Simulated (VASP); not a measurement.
**SrTe: relaxation of cell and atoms with PBE**

SrTe:

```
CELL_PARAMETERS angstrom
0.00000 3.36333 3.36333
3.36333 0.00000 3.36333
3.36333 3.36333 0.00000
ATOMIC_POSITIONS crystal
Te 0.50000 0.50000 0.50000
Sr 0.00000 0.00000 0.00000
```

The cell was built by a generator and needn't be a form met in nature.

```yaml
Program: VASP 6.6.1
Task: relaxation of cell and atoms
Functional: PBE
Potentials_or_basis: VASP PAW PBE potentials, release 64 (Te, Sr_sv)
Cutoff: 600 eV
k_mesh: 8 × 8 × 8
Occupations: gaussian, width 0.03 eV
Spin: no spin polarisation
Further_INCAR_settings: ALGO = Normal; EDIFF = 1e-07; IBRION = 2; EDIFFG = -0.005; NSW = 90; ISIF = 3
```

The relaxed volume is 38.01 Å³/atom. The relaxed cell is a = 4.755 Å, b = 4.755 Å, c = 4.755 Å, α = 60.00°, β = 60.00°, γ = 60.00°. The space group after relaxing (to 0.05 Å) is Fm-3m (No. 225) and the energy gained by relaxing is 0.0 meV/atom. The ionic steps are 2 and the pressure after relaxing is 0.0 GPa. The band gap on the k mesh is 1.77 eV, indirect (least direct gap 2.49 eV).

Final structure:
```xyz
2
Lattice="0.0000 3.3623 3.3623 3.3623 0.0000 3.3623 3.3623 3.3623 0.0000" Properties=species:S:1:pos:R:3 pbc="T T T"
Te    3.3623    3.3623    3.3623
Sr    3.3623    0.0000    3.3623
```

Levels at points of the mesh, in eV from the valence-band top:
```
           k point  band 6  band 7  band 8  band 9  band 10  band 11
(0.00, 0.00, 0.00)    0.00    0.00    0.00    2.73     3.30     3.30
(0.50, 0.00, 0.00)   -2.74   -1.05   -1.05    3.84     5.11     5.29
(0.50, 0.50, 0.00)   -1.93   -0.72   -0.72    1.77     3.81     4.78
```

Wall time 66 s on 1 thread of Intel(R) Xeon(R) Platinum 8488C (Sapphire Rapids), on a shared host, peak memory 0.25 GiB.

Caveat: spin-orbit coupling is left out, which moves the levels of the heavy elements. As with any semilocal functional, this PBE gap is likely too small.
